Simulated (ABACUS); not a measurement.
Runs of ABACUS 3.10.1 on Li2Se. Symmetry: Fm-3m, No. 225, cubic system. The conventional cell has a = 6.005 Å, b = 6.005 Å, c = 6.005 Å, α = 90.00°, β = 90.00°, γ = 90.00°. Se (site symmetry m-3m) is surrounded by 8 Li at 2.60 Å. Around Li (site symmetry -43m) lie 4 Se at 2.60 Å. 

```tsv
task	level	potentials or basis	radial cutoff of the potentials (pseudo_rcut)	gap on the mesh (eV)	pressure (GPa)	V0 of scaled cells (Å³/atom)	B0 (GPa)
single point	PBE	PseudoDojo NC SR 0.4.1 PBE standard, plane waves	10 bohr	2.98	0.0	-	-
equation of state	PBEsol	PseudoDojo NC SR 0.4.1 PBEsol standard, plane waves	7 bohr	-	-	17.51	(b)
single point	PBEsol	PseudoDojo NC SR 0.4.1 PBEsol standard, plane waves	7 bohr	(a)	-1.0	-	-
equation of state	PBE	PseudoDojo NC SR 0.4.1 PBE standard, plane waves	10 bohr	-	-	18.07	34
```

Alike in all rows: no spin polarisation; cell as given; k mesh 8 × 8 × 8; cutoff (eV) 1184; smearing fermi-dirac 0.05 eV.

Task: Fill in the values left out.

Result: (a) 2.84; (b) 35.

A k mesh can miss the band edges, and the runs leave out spin-orbit coupling on Se.

Not every run made on this cell is shown here.
